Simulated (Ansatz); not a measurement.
The system is NiO.

```xyz
2
Lattice="2.7831 0.0000 0.0000 -1.3915 2.4102 0.0000 0.0000 0.0000 2.7161" Properties=species:S:1:pos:R:3 pbc="T T T"
Ni    0.0000    0.0000    0.0000
O     1.3915    0.8034    1.3581
```

Measurements of this composition are mostly on another form, of space group No. 225.

Alike in all runs: program Ansatz 0.2.0; functional r2SCAN; potentials or basis Ansatz PAW; cutoff 500 eV (not typed: the program's choice for these potentials); k mesh 8 × 8 × 7; occupations gaussian, width 0.05 eV; hubbard terms Ni d U = 3 eV.

Starts and where they ended:

```csv
start,free energy over the lowest (meV/atom),net moment (μB),site or absolute moments (μB),gap
"collinear spin, program default start",0.0,2.00,Ni +1.70; O +0.24,1.96 eV
"collinear spin, ferromagnetic start of up to 3 μB; fixed moment 3",1555.1,3.00,Ni +1.99; O +0.68,-
"collinear spin, ferromagnetic start of up to 1 μB",0.0,2.00,Ni +1.70; O +0.24,1.96 eV
```

Runs with fixed or held moments lie higher by the price of the constraint. A still lower state may exist.

Caveats: the magnetic or orbital state may not be the lowest; the cell is far from rest, so the order of the states can change on relaxing; a cell with one magnetic atom can't hold antiferromagnetic order, which such compounds often take; odd divisions of the mesh miss points on the zone boundary, where band edges often lie, so the gap on the mesh can be too wide (some runs); forces of over 1 eV/Å show positions far from the minimum, so gaps and moduli don't describe the material at rest (some runs).
